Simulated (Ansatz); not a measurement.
# ZrO2: the cost of one run

Program: Ansatz 0.2.0. Level of theory: DFT r2SCAN, scalar-relativistic, plane waves, PAW. These are calculated values, not measurements.

2 further runs of the same task are left out: 1 that didn't finish, 1 set aside as unsound or not needed.

### Step 1. The structure to begin with

The structure is tetragonal, space group P4_2/nmc (No. 137). The conventional cell has a = 3.601 Å, b = 3.601 Å, c = 5.228 Å, α = 90.00°, β = 90.00°, γ = 90.00°. Zr (site symmetry -4m2) has 4 O at 2.07 Å as nearest neighbours. O (site symmetry 2mm) has 2 Zr at 2.07 Å as nearest neighbours.

Coordinates:

```cif
data_structure
_symmetry_space_group_name_H-M 'P4_2/nmc:1'
_symmetry_Int_Tables_number 137
_cell_length_a 3.6015
_cell_length_b 3.6015
_cell_length_c 5.2281
_cell_angle_alpha 90.000
_cell_angle_beta 90.000
_cell_angle_gamma 90.000
_cell_volume 67.81
loop_
_atom_site_label
_atom_site_type_symbol
_atom_site_symmetry_multiplicity
_atom_site_Wyckoff_symbol
_atom_site_fract_x
_atom_site_fract_y
_atom_site_fract_z
_atom_site_occupancy
Zr1 Zr 2 a 0.00000 0.00000 0.00000 1
O1 O 4 d 0.00000 0.50000 0.19678 1
```

This cell was relaxed beforehand with the same method: volume 11.30 Å³/atom, gap on the mesh 4.62 eV.

### Step 2. Electronic structure at the relaxed geometry

input.yaml

```yaml
crystal:
  lattice:
    - [3.6014526582, 0.0, 0.0]
    - [0.0, 3.6014526582, 0.0]
    - [0.0, 0.0, 5.2281147954]
  atoms:
    - { symbol: Zr, position: [0.0, 0.0, 0.0] }
    - { symbol: Zr, position: [0.5, 0.5, 0.5] }
    - { symbol: O, position: [0.0, 0.5, 0.1967750557] }
    - { symbol: O, position: [0.0, 0.5, 0.6967750557] }
    - { symbol: O, position: [0.5, 0.0, 0.3032249443] }
    - { symbol: O, position: [0.5, 0.0, 0.8032249443] }
basis:
  ecutwfc: 500
kpoints:
  mp_grid: { grid: [6, 6, 6] }
  band_path:
    path:
      - [[0.0, 0.0, 0.0], [0.0, 0.5, 0.0], [0.5, 0.5, 0.0], [0.0, 0.0, 0.0], [0.0, 0.0, 0.5], [0.0, 0.5, 0.5], [0.5, 0.5, 0.5], [0.0, 0.0, 0.5]]
      - [[0.0, 0.5, 0.0], [0.0, 0.5, 0.5]]
      - [[0.5, 0.5, 0.0], [0.5, 0.5, 0.5]]
    npoints: 14
hamiltonian:
  xc: r2scan
scf:
  occupations: { method: gaussian, width: 0.02 }
  n_extra_bands: 15
output:
  forces: true
  stress: true
  eigenvalues: true
  populations: true
  dos: { projected: true, de: 0.02, nscf_kmesh: { grid: [9, 9, 9] } }
  bader: true
  write_density: true
  write_potential: true
  elf: true
  volumetric_format: npy
```

Command:

```console
$ ansatz run input.yaml --threads 2 --pin off --max-ram 5120MiB --backend cpu --events-out ev --progress --plain --runs-dir out
```

What time and memory should one allow on 2 threads of AMD EPYC 9R45 (Zen 5), shared host?

About 20 s, with a peak of 0.64 GiB.
